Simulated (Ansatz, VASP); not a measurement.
## WS2: VASP beside Ansatz

```
W S
1.0
     3.18778    0.00000    0.00000
    -1.59389    2.76069    0.00000
     0.00000    0.00000   14.87128
W S
2 4
Cartesian
  0.0000 1.8405 3.7178
  1.5939 0.9202 11.1535
  0.0000 1.8405 9.5824
  1.5939 0.9202 2.1467
  0.0000 1.8405 12.7245
  1.5939 0.9202 5.2889
```

The cell is a database's computed one.

Alike in both runs: task relaxation of cell and atoms; functional PBE; k mesh 12 × 12 × 2; occupations gaussian, width 0.02 eV; no spin polarisation.

|  | VASP | Ansatz |
| --- | --- | --- |
| version | VASP 6.6.1 | Ansatz 0.2.0 |
| potentials or method | VASP PAW PBE potentials, release 64 (W_sv, S) | scalar-relativistic, plane waves, PAW |
| plane-wave cutoff (eV) | 600 | 420 |
| valence electrons in the cell | 52 | 52 |

```tsv
	VASP	Ansatz	Ansatz less VASP
gap on the k mesh at the Fermi level, each at its own relaxed structure (eV)	1.64	1.63	-0.014
relaxed volume (Å³/atom)	21.81	21.81	0.000
relaxed cell length with the largest relative difference (Å)	14.871	14.871	0.0000
```

Caveats: the relaxation stopped at its first step, so nothing moved; spin-orbit coupling is left out, which moves the levels of the heavy elements; this functional lacks dispersion, which binds the layers, so the pressure and a relaxed spacing across them are unreliable. A k mesh can miss the band edges. As with any semilocal functional, this PBE gap is likely too small.
